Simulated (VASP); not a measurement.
# Cs (Im-3m) in VASP: further runs

Runs on Cs. Level: PBE. Tasks: single point.

All numbers are computed with VASP 6.6.1; they aren't measurements. Logs are shortened: lines on timing, memory, paths and dates and some standing lists are left out, and cuts for length are marked.

**1. The structure**

Symmetry: Im-3m, No. 229, cubic system. Conventional cell: a = 6.257 Å, b = 6.257 Å, c = 6.257 Å, α = 90.00°, β = 90.00°, γ = 90.00°.

**2. Single point, PBE**

INCAR

```
ADDGRID  = False        
ALGO     = Normal         # electronic algorithm
EDIFF    = 1E-4           # SCF threshold, eV
ENCUT    = 450            # plane-wave cutoff, eV
GGA      = PE             # functional
ISIF     = 2              # what is computed and relaxed
ISMEAR   = 0              # smearing method
LASPH    = True           # aspherical terms in the spheres
LCHARG   = False          # write CHGCAR
LREAL    = False          # projectors in reciprocal space
LWAVE    = False          # write WAVECAR
NBANDS   = 10             # bands
NELM     = 100            # most SCF steps
PREC     = Accurate       # precision mode
SIGMA    = 0.15           # smearing width, eV
```

KPOINTS

```
k-points
0
Gamma
  6 6 6
```

POSCAR

```
Cs
1.0
   -3.1284650614      3.1284650614      3.1284650614
    3.1284650614     -3.1284650614      3.1284650614
    3.1284650614      3.1284650614     -3.1284650614
Cs
1
Direct
    0.0000000000      0.0000000000      0.0000000000
```

Potentials or basis: VASP PAW PBE potentials, release 64 (Cs_sv).

On the command line:

```sh
cat potpaw_PBE.64/Cs_sv/POTCAR > POTCAR
mpirun -np 1 vasp_std > vasp.out
```

OUTCAR:

```text
EDIFF = 1E-4
   ENCUT = 450
   GGA = PE
   ISIF = 2
   ISMEAR = 0
   LASPH = True
   LREAL = False
   NELM = 100
   PREC = Accurate

 Found     16 irreducible k-points:

 Following reciprocal coordinates:
            Coordinates               Weight
  0.000000  0.000000  0.000000      1.000000
  0.166667  0.000000  0.000000     12.000000
  0.333333  0.000000  0.000000     12.000000
  0.500000  0.000000  0.000000      6.000000
  0.166667  0.166667  0.000000     24.000000
  0.333333  0.166667  0.000000     48.000000
   k-points           NKPTS =     16   k-points in BZ     NKDIM =     16   number of bands    NBANDS=     10
   number of dos      NEDOS =    301   number of ions     NIONS =      1
   total plane-waves  NPLWV =  64000
   dimension x,y,z NGX =    40 NGY =   40 NGZ =   40
   dimension x,y,z NGXF=    80 NGYF=   80 NGZF=   80
   ions per type =               1
   NGX,Y,Z   is equivalent  to a cutoff of  12.27, 12.27, 12.27 a.u.
   NGXF,Y,Z  is equivalent  to a cutoff of  24.54, 24.54, 24.54 a.u.
 SYSTEM =  unknown system
   PREC   = accura    normal or accurate (medium, high low for compatibility)
   ISTART =      0    job   : 0-new  1-cont  2-samecut
   ICHARG =      2    charge: 1-file 2-atom 10-const
   ISPIN  =      1    spin polarized calculation?
   LNONCOLLINEAR =      F non collinear calculations
   LSORBIT =      F    spin-orbit coupling
   LASPH  =      T    aspherical Exc in radial PAW
   ENCUT  =  450.0 eV  33.07 Ry    5.75 a.u.   9.37  9.37  9.37*2*pi/ulx,y,z
   NELM   =    100;   NELMIN=  2; NELMDL= -5     # of ELM steps
   EDIFF  = 0.1E-03   stopping-criterion for ELM
   LREAL  =      F    real-space projection
   EDIFFG = 0.1E-02   stopping-criterion for IOM
   NSW    =      0    number of steps for IOM
   IBRION =     -1    ionic relax: 0-MD 1-quasi-New 2-CG
   NFREE  =      0    steps in history (QN), initial steepest desc. (CG)
   ISIF   =      2    stress and relaxation
   ISYM   =      2    0-nonsym 1-usesym 2-fastsym
   POTIM  = 0.5000    time-step for ionic-motion
   TEBEG  =    0.0;   TEEND  =   0.0 temperature during run
   PSTRESS=    0.0 pullay stress
   NELECT =       9.0000    total number of electrons
   NUPDOWN=      -1.0000    fix difference up-down
   EMIN   =  10.00;   EMAX   =-10.00  energy-range for DOS
   EFERMI =   0.00;   METHOD = LEGACY
   ISMEAR =     0;   SIGMA  =   0.15  broadening in eV -4-tet -1-fermi 0-gaus
   EFERMI_NEDOS =   21; number of points for ismear=-14 and -15
   IALGO  =     38    algorithm
   IMIX   =      4    mixing-type and parameters
     AMIX     =   0.40;   BMIX     =  1.00
     AMIX_MAG =   1.60;   BMIX_MAG =  1.00
  volume/ion in A,a.u.               =     122.48       826.51
  Fermi-wavevector in a.u.,A,eV,Ry     =   0.685706  1.295796  6.397353  0.470192
  Thomas-Fermi vector in A             =   1.765724
   LORBIT       =      0    0 simple, 1 ext, 2 COOP (PROOUT), +10 PAW based schemes
   GGA     = PE    functional components
   LHFCALC =     F    Hartree Fock is set to
   AEXX    =    0.0000 exact exchange contribution
   IVDW    =     0    specifies the selected vdW correction
   LEPSILON=     F    determine dielectric tensor
   LRPA    =     F    only Hartree local field effects (RPA)
 non-spin polarized calculation
 Gauss-broadening in eV      SIGMA  =   0.15
  energy-cutoff  :      450.00
  volume of cell :      122.48
 maximum number of plane-waves:      2718
 NGX is ok and might be reduce to    40
   NGX = 19   NGY = 19   NGZ = 19

 number of electron       8.9999999 magnetization

 Free energy of the ion-electron system (eV)
  ---------------------------------------------------
  ext. energy  EPLUGINS =         0.00000000
  ---------------------------------------------------
  free energy    TOTEN  =        -0.84987643 eV

  energy without entropy =       -0.82745474  energy(sigma->0) =       -0.83866559

 E-fermi :   0.3038     XC(G=0):  -5.2512

 val. band max:        0.1831663461   @ k =   0.1667   0.1667   0.1667
 cond. band min:       0.3252867365   @ k =   0.3333   0.1667   0.0000
 fundamental gap:      0.1421203904
 Fermi energy:         0.3038379089

 k-point     1 :       0.0000    0.0000    0.0000
  band No.  band energies     occupation
      1     -23.5929      2.00000
      2     -10.3446      2.00000
      3     -10.3446      2.00000
      4     -10.3446      2.00000
      5      -1.3122      2.00000
      6       2.7544      0.00000
      7       2.7544      0.00000
      8       2.7545      0.00000
      9       3.5704      0.00000
     10       3.5704      0.00000

 k-point     2 :       0.1667    0.0000    0.0000
  band No.  band energies     occupation
      1     -23.5917      2.00000
      2     -10.3728      2.00000
      3     -10.3540      2.00000
      4     -10.3446      2.00000
      5      -1.0294      2.00000
      6       2.4143      0.00000
      7       2.4858      0.00000
      8       3.0386      0.00000
      9       3.3577      0.00000
     10       3.5412      0.00000

 k-point     3 :       0.3333    0.0000    0.0000
  band No.  band energies     occupation
      1     -23.5892      2.00000
      2     -10.4279      2.00000
      3     -10.3725      2.00000
      4     -10.3446      2.00000
      5      -0.2903      2.00000
      6       1.6331      0.00000
      7       2.1011      0.00000
      8       3.4912      0.00000
      9       3.6718      0.00000
     10       3.8551      0.00000

 k-point     4 :       0.5000    0.0000    0.0000
  band No.  band energies     occupation
      1     -23.5880      2.00000
      2     -10.4547      2.00000
      3     -10.3817      2.00000
      4     -10.3446      2.00000
      5       0.3612      0.58869
      6       1.1137      0.00000
      7       1.9494      0.00000
      8       3.3860      0.00000
      9       3.9896      0.00000
     10       4.5054      0.00000

 k-point     5 :       0.1667    0.1667    0.0000
  band No.  band energies     occupation
      1     -23.5898      2.00000
      2     -10.4103      2.00000
      3     -10.3655      2.00000
      4     -10.3510      2.00000
      5      -0.5092      2.00000
      6       1.9127      0.00000
      7       2.1163      0.00000
      8       3.2640      0.00000
      9       3.5425      0.00000
     10       3.8343      0.00000

 k-point     6 :       0.3333    0.1667    0.0000
  band No.  band energies     occupation
      1     -23.5880      2.00000
      2     -10.4409      2.00000
      3     -10.3873      2.00000
      4     -10.3533      2.00000
      5       0.3253      0.83974
      6       1.3113      0.00000
      7       1.8229      0.00000
      8       3.3110      0.00000
      9       3.8121      0.00000
     10       4.2349      0.00000

 [... further k-points ...]
[... 5 lines left out ...]
  --------------------------------------------------------------------------------------
  -------------------------------------------------------------------------------------
  Total       -0.0491698     -0.0491698     -0.0491698     -0.0000000     -0.0000000     -0.0000000
  in kB       -0.6432131     -0.6432131     -0.6432131     -0.0000000     -0.0000000     -0.0000000
  external PRESSURE =      -0.6432131 kB  Pullay stress =       0.0000000 kB

 VOLUME and BASIS-vectors are now :
 -----------------------------------------------------------------------------
  energy-cutoff  :      450.00
  volume of cell :      122.48
      direct lattice vectors                 reciprocal lattice vectors
    -3.128465061  3.128465061  3.128465061     0.000000000  0.159822785  0.159822785
     3.128465061 -3.128465061  3.128465061     0.159822785  0.000000000  0.159822785
     3.128465061  3.128465061 -3.128465061     0.159822785  0.159822785  0.000000000

 POSITION                                       TOTAL-FORCE (eV/Angst)
 -----------------------------------------------------------------------------------
      0.00000      0.00000      0.00000        -0.000000      0.000000      0.000000
 -----------------------------------------------------------------------------------
    total drift:                               -0.000000      0.000000     -0.000000

  FREE ENERGIE OF THE ION-ELECTRON SYSTEM (eV)
  ---------------------------------------------------
  free  energy   TOTEN  =        -0.8498764329 eV

  energy  without entropy=       -0.8274547414  energy(sigma->0) =       -0.83866559
```

Run time: 7.6 s. Hardware: 1 thread of Intel Xeon Platinum 8375C at 2.90GHz (Ice Lake), shared host; peak memory 0.22 GiB.

These settings aren't checked as converged: the numbers below hold their error.

Results:

```yaml
Free_energy: -0.8499 eV
Pressure: -0.1 GPa
Band_gap_on_the_k_mesh: none (metal or under the smearing width)
```

**3. Single point, PBE**

INCAR, as its differences from that of step 2:

```diff
@@ -2,3 +2,3 @@
 ALGO     = Normal         # electronic algorithm
-EDIFF    = 1E-4           # SCF threshold, eV
+EDIFF    = 1E-5           # SCF threshold, eV
 ENCUT    = 450            # plane-wave cutoff, eV
```

KPOINTS is that of step 2.

POSCAR is that of step 2.

Potentials or basis: VASP PAW PBE potentials, release 64 (Cs_sv).

On the command line:

```sh
cat potpaw_PBE.64/Cs_sv/POTCAR > POTCAR
mpirun -np 1 vasp_std > vasp.out
```

OUTCAR:

```text
EDIFF = 1E-5
   ENCUT = 450
   GGA = PE
   ISIF = 2
   ISMEAR = 0
   LASPH = True
   LREAL = False
   NELM = 100
   PREC = Accurate

 Found     16 irreducible k-points:

 Following reciprocal coordinates:
            Coordinates               Weight
  0.000000  0.000000  0.000000      1.000000
  0.166667  0.000000  0.000000     12.000000
  0.333333  0.000000  0.000000     12.000000
  0.500000  0.000000  0.000000      6.000000
  0.166667  0.166667  0.000000     24.000000
  0.333333  0.166667  0.000000     48.000000
   k-points           NKPTS =     16   k-points in BZ     NKDIM =     16   number of bands    NBANDS=     10
[... 147 lines left out ...]
      7       1.8231      0.00000
      8       3.3113      0.00000
      9       3.8126      0.00000
     10       4.2354      0.00000

 [... further k-points ...]
[... 5 lines left out ...]
  --------------------------------------------------------------------------------------
  -------------------------------------------------------------------------------------
  Total       -0.0646843     -0.0646843     -0.0646843      0.0000000      0.0000000      0.0000000
  in kB       -0.8461654     -0.8461654     -0.8461654      0.0000000      0.0000000      0.0000000
  external PRESSURE =      -0.8461654 kB  Pullay stress =       0.0000000 kB

 VOLUME and BASIS-vectors are now :
 -----------------------------------------------------------------------------
  energy-cutoff  :      450.00
  volume of cell :      122.48
      direct lattice vectors                 reciprocal lattice vectors
    -3.128465061  3.128465061  3.128465061     0.000000000  0.159822785  0.159822785
     3.128465061 -3.128465061  3.128465061     0.159822785  0.000000000  0.159822785
     3.128465061  3.128465061 -3.128465061     0.159822785  0.159822785  0.000000000

 POSITION                                       TOTAL-FORCE (eV/Angst)
 -----------------------------------------------------------------------------------
      0.00000      0.00000      0.00000        -0.000000      0.000000     -0.000000
 -----------------------------------------------------------------------------------
    total drift:                               -0.000000      0.000000     -0.000000

  FREE ENERGIE OF THE ION-ELECTRON SYSTEM (eV)
  ---------------------------------------------------
  free  energy   TOTEN  =        -0.8498777264 eV

  energy  without entropy=       -0.8274565029  energy(sigma->0) =       -0.83866711
```

OSZICAR:

```text
N       E                     dE             d eps       ncg     rms          rms(c)
DAV:   1     0.521165117729E+02    0.52117E+02   -0.25961E+03   320   0.545E+02
DAV:   2     0.425636257697E+01   -0.47860E+02   -0.47144E+02   416   0.104E+02
DAV:   3    -0.776835132603E+00   -0.50332E+01   -0.50289E+01   358   0.400E+01
DAV:   4    -0.847511611723E+00   -0.70676E-01   -0.70667E-01   432   0.555E+00
DAV:   5    -0.847819515713E+00   -0.30790E-03   -0.30790E-03   416   0.341E-01    0.128E-01
DAV:   6    -0.848619451920E+00   -0.79994E-03   -0.12623E-03   438   0.171E-01    0.894E-02
DAV:   7    -0.849791859195E+00   -0.11724E-02   -0.35144E-03   342   0.295E-01    0.344E-02
DAV:   8    -0.849876433671E+00   -0.84574E-04   -0.12147E-04   368   0.660E-02    0.421E-03
DAV:   9    -0.849877726374E+00   -0.12927E-05   -0.38285E-06   294   0.103E-02
   1 F= -.84987773E+00 E0= -.83866711E+00  d E =-.224212E-01
```

stdout:

```text
POSCAR found type information on POSCAR Cs
 POSCAR found :  1 types and       1 ions
 scaLAPACK will be used
 LDA part: xc-table for (Slater+PW92), standard interpolation
 POSCAR, INCAR and KPOINTS ok, starting setup
 FFT: planning ... GRIDC
 FFT: planning ... GRID_SOFT
 FFT: planning ... GRID
 WAVECAR not read
 entering main loop
```

It took 8.7 s on 1 thread of Intel Xeon Platinum 8375C at 2.90GHz (Ice Lake), shared host; peak memory 0.22 GiB.

These settings aren't checked as converged: the numbers below hold their error.

Results:

```
Free energy            : -0.8499 eV
Pressure               : -0.1 GPa
Band gap on the k mesh : none (metal or under the smearing width)
```

**4. Single point, PBE**

INCAR, as its differences from that of step 3:

```diff
@@ -1,4 +1,4 @@
-ADDGRID  = False        
+ADDGRID  = True         
 ALGO     = Normal         # electronic algorithm
-EDIFF    = 1E-5           # SCF threshold, eV
+EDIFF    = 1E-6           # SCF threshold, eV
 ENCUT    = 450            # plane-wave cutoff, eV
```

KPOINTS is that of step 3.

POSCAR is that of step 3.

On the command line:

```sh
cat potpaw_PBE.64/Cs_sv/POTCAR > POTCAR
mpirun -np 1 vasp_std > vasp.out
```

Wall time 15 s (1 thread of Intel Xeon Platinum 8375C at 2.90GHz (Ice Lake), shared host); peak memory 0.35 GiB.

These settings aren't checked as converged: the numbers below hold their error.

What came out:

```yaml
Free_energy: -0.8499 eV
Pressure: -0.1 GPa
Band_gap_on_the_k_mesh: none (metal or under the smearing width)
```
